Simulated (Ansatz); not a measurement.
Crystal: WC.

```
W C
1.0
     0.00000    2.19268    2.19268
     2.19268    0.00000    2.19268
     2.19268    2.19268    0.00000
W C
1 1
Direct
  0.00000 0.00000 0.00000
  0.50000 0.50000 0.50000
```

Measurements of this composition are mostly on another form, of space group No. 187.

Program: Ansatz 0.2.0. Alike in all runs: potentials or basis Ansatz PAW; no spin polarisation; cell as given; smearing fermi-dirac 0.05 eV.

Problem. Order these runs on this cell by their pressure, lowest first.
A. level PBEsol; k mesh 7 × 7 × 7; cutoff (eV) 420; points for each segment of the path 14
B. level BLYP; k mesh 10 × 10 × 10; cutoff (eV) 420; points for each segment of the path 14
C. level r2SCAN; k mesh 10 × 10 × 10; cutoff (eV) 500; points for each segment of the path 14
D. level LDA+U; U W d U = 1 eV; k mesh 10 × 10 × 10; cutoff (eV) 420; hubbard projectors ortho-atomic (the default); double counting fll (the default)

Solution. D (-16.0 GPa), A (-10.4 GPa), C (-5.4 GPa), B (11.6 GPa).

Caveats: the PAW data sets come from PBE, with cores solved anew for the run's functional, which leaves a small shift of forces and pressure; U without spin polarisation on a metal has little footing (some runs); the U is typed as a test and isn't derived for this compound (some runs); the density of states is complete only up to the lowest level of the last band computed (some runs); the potentials were made for another functional, which shifts forces and pressure (some runs).

Not every run made on this cell is shown here.
